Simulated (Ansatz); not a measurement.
## Equation of state of NbH$_{2}$ from a dense series

```
CELL_PARAMETERS angstrom
0.00000 2.28150 2.28150
2.28150 0.00000 2.28150
2.28150 2.28150 0.00000
ATOMIC_POSITIONS crystal
Nb 0.00000 0.00000 0.00000
H 0.25000 0.25000 0.25000
H 0.75000 0.75000 0.75000
```

Atom numbers follow the list: Nb1, H2, H3.

Conventional cell: a = 4.563 Å, b = 4.563 Å, c = 4.563 Å, α = 90.00°, β = 90.00°, γ = 90.00°. Around Nb (atom 1) lie 8 H at 1.98 Å. H (atom 2) is surrounded by 4 Nb at 1.98 Å.

The cell comes from COD entry 9009022, which wasn't checked; take it as a given geometry.

Spin polarisation is left out, and whether a magnetic state lies lower isn't shown here.

All numbers below come from Ansatz 0.2.0, DFT, LDA, all-electron LAPW, scalar-relativistic.

Settings: a Γ-centred 15×15×15 k mesh, Fermi–Dirac smearing of 0.03 eV, basis error target 1 meV/atom, no spin polarisation.

The cell is scaled evenly. Fractional coordinates are held (clamped ions).

```csv
V (Å³/atom),P (GPa)
7.442,3.51
7.600,-0.81
7.759,-4.69
7.838,-6.49
7.917,-8.19
7.996,-9.80
8.076,-11.33
8.392,-16.69
```

Fit a third-order Birch–Murnaghan curve to the pressures.

P = (3B0/2)(y^(7/2) − y^(5/2))[1 + (3/4)(B0′ − 4)(y − 1)] with y = (V0/V)^(2/3) fits within 0.01 GPa for V0 = 7.569 Å³/atom, B0 = 199.9 GPa and B0′ = 4.11.

Predict the pressure at the withheld volume, 8.234 Å³/atom.

There y = 0.9455, so the fit gives -14.15 GPa; the run gave -14.15 GPa.
